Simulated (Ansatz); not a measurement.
A 3-atom cell of TiS2 started from a crystallographic database, relaxed with r2SCAN+rVV10, was run in Ansatz 0.2.0 under altered settings. All numbers are computed, without spin polarisation but where a row says otherwise.

```yaml
crystal:
  lattice:
    - [2.94808, -1.70542, 0.18487]
    - [2.94808, 1.70542, 0.18487]
    - [-0.35902, 0.00000, 5.73034]
  atoms:
    - { symbol: Ti, position: [0.00000, 0.00000, 0.00000] }
    - { symbol: S, position: [0.66665, 0.66665, 0.24478] }
    - { symbol: S, position: [0.33335, 0.33335, 0.75522] }
```

The base run's other keys:
```yaml
kpoints:
  mp_grid: { grid: [6, 6, 2] }
hamiltonian:
  xc: hse06
scf:
  occupations: { method: fermi_dirac, width: 0.02 }
  n_extra_bands: 4
```

It takes 35 iterations with 1123 plane waves at 420 eV and 26 k points, and leaves a mean stress of +0.09 GPa. The gap over this mesh is 0.612 eV. It ran on 4 threads of Arm Neoverse N1, on a shared host.

Outcomes, with energy and stress as changes against the base:
```csv
setting,outcome,ΔF (meV/atom),Δ mean stress (GPa),gap on the mesh (eV),iterations,wall time
"PBE hybrid, exx coeff 0.75, unscreened",converged,–,-3.1,4.699,39,35 s
"PBE hybrid, exx coeff 1.0, unscreened",converged,–,-4.4,6.615,47,39 s
"PBE hybrid, exx coeff 0.75, omega 0.2078 1/Å",converged,–,-2.8,2.615,36,36 s
scf.exx.singularity: none,converged,-2.5,-0.1,0.613,35,31 s
"kpoints.mp_grid.grid: [8, 8, 1]",converged,-61,-1.3,0.879,28,24 s
```
A dash marks a value that wasn't obtained or can't be compared. Stress is positive in compression. The base took 32 s. The base's mesh is coarse for a hybrid, so its own values aren't converged.

- PBE hybrid, exx coeff 0.75, unscreened. That is 75 % exact exchange, at all ranges, against HSE06's 25 % screened at 0.208 1/Å. The mean stress moves by -3.1 GPa and the gap on the mesh by +4.087 eV (to 4.699). Totals of different functionals aren't comparable.
- PBE hybrid, exx coeff 1.0, unscreened. That is 100 % exact exchange, at all ranges, against HSE06's 25 % screened at 0.208 1/Å. The mean stress moves by -4.4 GPa and the gap on the mesh by +6.003 eV (to 6.615). Totals of different functionals aren't comparable.
- PBE hybrid, exx coeff 0.75, omega 0.2078 1/Å. That is 75 % exact exchange, screened with ω = 0.2078 1/Å, against HSE06's 25 % screened at 0.208 1/Å. The mean stress moves by -2.8 GPa and the gap on the mesh by +2.003 eV (to 2.615). Totals of different functionals aren't comparable. The program warns that on this mesh the truncation of the exchange isn't bounded, so part of the change can be an error of the mesh.
- kpoints.mp_grid.grid: [8, 8, 1]. The free energy moves by -61 meV an atom, the mean stress by -1.3 GPa (single components by up to 4.5) and the gap on the mesh by +0.267 eV (to 0.879). The gap changes mostly because other points are sampled; a mesh that misses a band edge overestimates it. The mesh is too coarse.

The stress of a hybrid is loosely converged in these runs.

The meshes of the hybrids are coarse, so their gaps aren't converged to the digits shown.
